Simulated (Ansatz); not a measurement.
**Hg under changes of volume**

One of the cells (34.833 Å³/atom); the others are scaled copies at fixed shape and fractional positions:

```
Hg
1.0
    -3.22714    3.22714    3.34470
     3.22714   -3.22714    3.34470
     3.22714    3.22714   -3.34470
Hg
4
Direct
  0.07927 0.12500 0.45427
  0.67073 0.62500 0.54573
  0.37500 0.92073 0.04573
  0.87500 0.32927 0.95427
```

```yaml
Program: Ansatz 0.2.0
Functional: PBE
Potentials_or_basis: Ansatz PAW
Cutoff: "420 eV (not typed: the program's choice for these potentials)"
k_mesh: 6 × 6 × 6
Occupations: fermi-dirac, width 0.05 eV
Spin: no spin polarisation
```

```csv
volume (Å³/atom),energy over the lowest point (meV/atom),pressure (GPa),largest force (eV/Å)
32.743,1.09,0.2,0.017
33.440,0.29,0.1,0.009
34.137,0.00,0.0,0.003
34.833,0.07,-0.1,0.003
35.530,0.36,-0.1,0.008
36.227,?,?,?
36.923,1.85,-0.3,0.014
```

Problem. What does the run at 36.227 Å³/atom give?

Solution. Energy over the lowest point 0.94 meV/atom; pressure -0.2 GPa; largest force 0.011 eV/Å.

Worked out: A Birch-Murnaghan fit of order 3 (a polynomial in V^(-2/3)) to the other rows has its minimum at 34.39 Å³/atom with B0 = V·E''(V) = 3.9 GPa and B' = 7.3 at fixed shape and positions, which overstates the stiffness. It gives 1.01 meV/atom at 36.227 Å³/atom, against the run's 0.94, and -dE/dV = -0.2 GPa, against -0.2.

Energies are extrapolated to zero smearing.
